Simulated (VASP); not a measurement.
Set up this calculation in VASP 6.6.1, as the native input.

```yaml
Task: relaxation of cell and atoms
Functional: PBEsol
Potentials_or_basis: VASP PAW PBE potentials, release 64 (As, Pt)
Cutoff: 600 eV
k_mesh: 6 × 6 × 6
Occupations: gaussian, width 0.03 eV
Spin: no spin polarisation
Further_INCAR_settings: ALGO = Normal; EDIFF = 1e-06; IBRION = 2; EDIFFG = -0.01; NSW = 90; ISIF = 3
```

The structure of As2Pt (Sperrylite) lies in POSCAR:

```
As2Pt
1.0
    5.9665000000      0.0000000000      0.0000000000
    0.0000000000      5.9665000000      0.0000000000
    0.0000000000      0.0000000000      5.9665000000
As Pt
8 4
Direct
    0.3830000000      0.3830000000      0.3830000000
    0.1170000000      0.6170000000      0.8830000000
    0.8830000000      0.1170000000      0.6170000000
    0.6170000000      0.8830000000      0.1170000000
    0.6170000000      0.6170000000      0.6170000000
    0.8830000000      0.3830000000      0.1170000000
    0.1170000000      0.8830000000      0.3830000000
    0.3830000000      0.1170000000      0.8830000000
    0.0000000000      0.0000000000      0.0000000000
    0.5000000000      0.0000000000      0.5000000000
    0.5000000000      0.5000000000      0.0000000000
    0.0000000000      0.5000000000      0.5000000000
```

One way to write it, as run:

INCAR

```
PREC = Accurate ; ENCUT = 600
EDIFF = 1E-6 ; ISMEAR = 0
SIGMA = 0.03 ; LREAL = F
LASPH = T ; NELM = 80
ALGO = Normal ; ISIF = 3
LWAVE = F ; LCHARG = F
GGA = PS ; IBRION = 2
NSW = 90 ; EDIFFG = -0.01
KPAR = 4
```

KPOINTS

```
Automatic mesh
0
Gamma
  6 6 6
```

Potentials or basis: VASP PAW PBE potentials, release 64 (As, Pt).

Run with:

```bash
$ cat potpaw_PBE.64/As/POTCAR potpaw_PBE.64/Pt/POTCAR > POTCAR
$ mpirun -np 4 vasp_std > vasp.out
```

It gave:

```
Relaxed volume                         : 17.85 Å³/atom
Relaxed cell                           : a = 5.983 Å, b = 5.983 Å, c = 5.983 Å, α = 90.00°, β = 90.00°, γ = 90.00°
Space group after relaxing (to 0.05 Å) : Pa-3 (No. 205)
Energy gained by relaxing              : 0.6 meV/atom
Ionic steps                            : 5
Pressure after relaxing                : 0.0 GPa
Band gap on the k mesh                 : 0.26 eV, indirect (least direct gap 1.00 eV)
```

Caveat: the PAW data sets were made with another functional, which shifts forces and pressure a little; spin-orbit coupling is left out, which moves the levels of the heavy elements.

It took 2.3 min on 4 MPI ranks on Intel(R) Xeon(R) 6975P-C (Granite Rapids) (shared host), peak memory 0.5 GiB a rank.
